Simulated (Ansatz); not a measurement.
# BaTiO3: further runs on the relaxed cell

One table from this session's results is given with a row withheld; the runs are named, their logs left out.

Program: Ansatz 0.2.0. Level of theory: DFT r2SCAN, scalar-relativistic, plane waves, PAW. These are calculated values, not measurements.

1 further run of the same task is left out (set aside as unsound or not needed).

**Starting point**

The structure is trigonal, space group R3m (No. 160). Conventional cell: a = 5.680 Å, b = 5.680 Å, c = 6.994 Å, α = 90.00°, β = 90.00°, γ = 120.00°. Ba (site symmetry 3m) is surrounded by 12 O at 2.78 to 2.93 Å. Around Ti (site symmetry 3m) lie 6 O at 1.87 to 2.16 Å. O (site symmetry m) has 2 Ti at 1.87 to 2.16 Å as nearest neighbours.

As a file:

```
CELL_PARAMETERS angstrom
2.84005 1.63971 2.33143
-2.84005 1.63971 2.33143
0.00000 -3.27941 2.33143
ATOMIC_POSITIONS crystal
Ba 0.00279 0.00279 0.00279
Ti 0.51625 0.51625 0.51625
O 0.48975 0.48975 0.98016
O 0.48975 0.98016 0.48975
O 0.98016 0.48975 0.48975
```

This cell was relaxed beforehand with the same method: volume 13.03 Å³/atom, gap on the mesh 2.87 eV.

Set-up of the first run:

input.yaml

```yaml
crystal:
  lattice:
    - [2.8113643101, 1.6231419412, 2.3078814068]
    - [-2.8113643101, 1.6231419412, 2.3078814068]
    - [0.0, -3.2462838825, 2.3078814068]
  atoms:
    - { symbol: Ba, position: [0.0027851063, 0.0027851063, 0.0027851063] }
    - { symbol: Ti, position: [0.516247849, 0.516247849, 0.516247849] }
    - { symbol: O, position: [0.4897536543, 0.4897536543, 0.9801597361] }
    - { symbol: O, position: [0.4897536543, 0.9801597361, 0.4897536543] }
    - { symbol: O, position: [0.9801597361, 0.4897536543, 0.4897536543] }
basis:
  ecutwfc: 500
kpoints:
  mp_grid: { grid: [6, 6, 6] }
hamiltonian:
  xc: r2scan
scf:
  occupations: { method: gaussian, width: 0.02 }
output:
  forces: true
  stress: true
  eigenvalues: true
relax:
  adjacent_minimum: "off"
  f_tol: 0.01
  max_steps: 30
  cell: { stress_tol: 0.1, fix: [volume] }
```

Started as:

```sh
$ ansatz run input.yaml --threads 1 --pin off --max-ram 2560MiB --backend cpu --events-out ev --progress --plain --runs-dir out
```

Among the steps run: Point at V/V0 = 0.97; Volume × 1.03; Volume × 0.94; Volume × 1.06; Point at V/V0 = 0.91; Volume × 1.10; Volume × 0.88.

One of the session's tables, all rows but one given; the rest of the session is left out.

It belongs to the step «Fit of the equation of state». 

```
volume (Å³/atom)  energy above the lowest point (meV/atom)  pressure (GPa)  gap on the mesh (eV)
          11.465                                      96.4           24.17                  2.40
          11.856                                         ?               ?                     ?
          12.247                                      19.7            8.78                  2.48
          12.638                                       4.5            3.86                  2.68
          13.029                                       0.0            0.00                  2.87
          13.419                                       3.9           -3.06                  3.05
          13.810                                      14.4           -5.46                  3.20
          14.331                                      36.2           -7.84                  3.36
```

**Question.** Estimate the row for volume (Å³/atom) = 11.856.

Worked estimate for «energy above the lowest point (meV/atom)». A straight line through the neighbours (11.465, 96.4) and (12.247, 19.7) gives 96.4 + (19.7 − 96.4) × (11.856 − 11.465) / (12.247 − 11.465) = 58.1; a parabola fitted to 3 rows on both sides gives 50.3.

As computed: energy above the lowest point (meV/atom): 48.5; pressure (GPa): 15.32; gap on the mesh (eV): 2.35. In «energy above the lowest point (meV/atom)» the line misses by +9.6 and the parabola by +1.8.
